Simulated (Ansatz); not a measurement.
Surface calculation: wurtzite GaN (10-10), 2 layers

The slab is cut from the wurtzite crystal, which needn't be the stable phase, as relaxed on PAW files (11.76 Å³/atom), with 16 Å of vacuum and a dipole correction:

```
CELL_PARAMETERS angstrom
3.21819 0.00000 0.00000
0.00000 5.24283 0.00000
0.00000 0.00000 16.92900
ATOMIC_POSITIONS crystal
Ga 0.75000 0.06165 0.47256
N 0.75000 0.43835 0.47256
Ga 0.25000 0.56165 0.52744
N 0.25000 0.93835 0.52744
```

Computed with Ansatz 0.2.0; functional PBE, scalar-relativistic. Settings: a Γ-centred 8×5×1 k mesh, Fermi–Dirac smearing of 0.02 eV, no spin polarisation. Methods: LAPW: all electrons, basis error target 1 meV/atom; PAW: frozen-core files, cutoff 420 eV.

The bulk energy comes from a cell in the slab's orientation on a 8×5×5 mesh. The surface energy is (E(slab) − N·E(bulk))/2A at zero smearing, the mean of both faces; thin slabs carry quantum-size effects.

As cut, the LAPW slab lies 3.262 eV above 4 atoms of bulk. What surface energy is that?

Over two faces of 16.87 Å² it is 96.7 meV/Å², and times 16.02 J/m² per eV/Å² that gives γ = 1.549 J/m².

What do relaxation and the other method give?



```csv
method,γ as cut (J/m²),γ relaxed (J/m²)
LAPW,1.549,0.779
PAW,1.550,0.783
```

How do the spacings between the planes relax?

From the bottom face up: d12 -75.6 % of 0.929 Å. The outer plane rumples by 0.406 Å.

Where do the band edges lie?

On the k mesh: gap 2.38 eV, valence top 5.38 eV below the vacuum level.

What changes if the vacuum is set to 11 Å?

LAPW then gives: gap 2.38 eV, valence top 5.38 eV below the vacuum level; PAW: gap 2.36 eV, valence top 5.38 eV below the vacuum level. The program warns that the vacuum is too thin.

What changes if the images along the normal are cut off in place of the dipole correction?

LAPW then gives: gap 2.38 eV, valence top 5.38 eV below the vacuum level; PAW: gap 2.37 eV, valence top 5.38 eV below the vacuum level.
